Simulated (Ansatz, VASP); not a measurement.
## Si: VASP beside Ansatz

File INCAR:

```
PREC     = Accurate       # precision mode
ENCUT    = 600            # plane-wave cutoff, eV
EDIFF    = 1E-6           # SCF threshold, eV
ISMEAR   = 0              # smearing method
SIGMA    = 0.02           # smearing width, eV
LREAL    = F              # projectors in reciprocal space
LASPH    = T              # aspherical terms in the spheres
NELM     = 100            # most SCF steps
ALGO     = Normal         # electronic algorithm
ISIF     = 3              # what is computed and relaxed
LWAVE    = F              # write WAVECAR
LCHARG   = F              # write CHGCAR
GGA      = PE             # functional
IBRION   = 2              # ionic algorithm
NSW      = 100            # ionic steps
EDIFFG   = -0.005         # ionic threshold
```

The input KPOINTS:

```
regular mesh
0
Gamma
  8 8 8
```

The input POSCAR:

```
Si
1.0
    0.0000000000      2.7218511900      2.7218511900
    2.7218511900      0.0000000000      2.7218511900
    2.7218511900      2.7218511900      0.0000000000
Si
2
Direct
    0.7500000000      0.7500000000      0.7500000000
    0.5000000000      0.5000000000      0.5000000000
```

Input for Ansatz:

```yaml
crystal:
  lattice:
    - [0.0, 2.72185119, 2.72185119]
    - [2.72185119, 0.0, 2.72185119]
    - [2.72185119, 2.72185119, 0.0]
  atoms:
    - { symbol: Si, position: [0.75, 0.75, 0.75] }
    - { symbol: Si, position: [0.5, 0.5, 0.5] }
basis:
  ecutwfc: 420
kpoints:
  mp_grid: { grid: [8, 8, 8] }
hamiltonian:
  xc: pbe
scf:
  occupations: { method: gaussian, width: 0.02 }
output:
  forces: true
  stress: true
  eigenvalues: true
relax:
  adjacent_minimum: "off"
  f_tol: 0.005
  max_steps: 80
  cell: { stress_tol: 0.05 }
```

Alike in both runs: task relaxation of cell and atoms; functional PBE; k mesh 8 × 8 × 8; occupations gaussian, width 0.02 eV; no spin polarisation.

|  | VASP | Ansatz |
| --- | --- | --- |
| version | VASP 6.6.1 | Ansatz 0.2.0 |
| potentials or method | VASP PAW PBE potentials, release 64 (Si) | scalar-relativistic, plane waves, PAW |
| plane-wave cutoff (eV) | 600 | 420 |
| valence electrons in the cell | 8 | 8 |

|  | VASP | Ansatz | Ansatz less VASP |
| --- | --- | --- | --- |
| gap on the k mesh at the Fermi level, each at its own relaxed structure (eV) | 0.65 | 0.65 | -0.002 |
| relaxed volume (Å³/atom) | 20.44 | 20.46 | +0.016 |
| relaxed cell length with the largest relative difference (Å) | 3.867 | 3.868 | +0.0010 |
| energy change over the relaxation (meV/atom) | -1 | -1 | -0.1 |

A k mesh can miss the band edges. As with any semilocal functional, this PBE gap is likely too small.
